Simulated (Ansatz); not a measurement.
## SnSe2 under changes of volume

One of the cells (25.726 Å³/atom); the others are scaled copies at fixed shape and fractional positions:

```
Sn Se
1.0
     3.81100    0.00000    0.00000
    -1.90550    3.30042    0.00000
     0.00000    0.00000    6.13600
Sn Se
1 2
Direct
  0.00000 0.00000 0.00000
  0.66667 0.33333 0.75100
  0.33333 0.66667 0.24900
```

- Program: Ansatz 0.2.0
- Functional: PBEsol
- Potentials or basis: Ansatz PAW
- Cutoff: 420 eV (not typed: the program's choice for these potentials)
- k mesh: 8 × 8 × 5
- Occupations: fermi-dirac, width 0.05 eV
- Spin: no spin polarisation

```tsv
volume (Å³/atom)	energy over the lowest point (meV/atom)	pressure (GPa)	gap on the mesh (eV)	largest force (eV/Å)
24.182	55.92	8.0	0.81	1.273
24.697	33.68	5.9	0.79	1.030
25.212	17.58	4.1	0.77	0.806
25.726	6.98	2.5	0.74	0.600
26.241	?	?	?	?
26.755	0.00	-0.2	0.69	0.233
27.270	2.65	-1.4	0.66	0.071
```

What does the run at 26.241 Å³/atom give?

Energy over the lowest point 1.29 meV/atom; pressure 1.1 GPa; gap on the mesh 0.71 eV; largest force 0.409 eV/Å.

Worked out: A Birch-Murnaghan fit of order 3 (a polynomial in V^(-2/3)) to the other rows has its minimum at 26.66 Å³/atom with B0 = V·E''(V) = 65 GPa and B' = 4.7 at fixed shape and positions, which overstates the stiffness. It gives 1.29 meV/atom at 26.241 Å³/atom, against the run's 1.29, and -dE/dV = 1.1 GPa, against 1.1. A straight line through the other rows of the gap, of slope -1.26 eV per unit of ln V, gives 0.71 eV, against the run's 0.71.

Energies are extrapolated to zero smearing.

Caveats: odd divisions of the mesh miss points on the zone boundary, where band edges often lie, so the gap on the mesh can be too wide; spin-orbit coupling is left out, which moves the levels of the heavy elements; this functional lacks dispersion, which binds the layers, so the pressure and a relaxed spacing across them are unreliable; the PAW data sets come from PBE, with cores solved anew for the run's functional, which leaves a small shift of forces and pressure; forces of over 1 eV/Å show positions far from the minimum, so gaps and moduli don't describe the material at rest (some runs).

A mesh can miss the band edges.
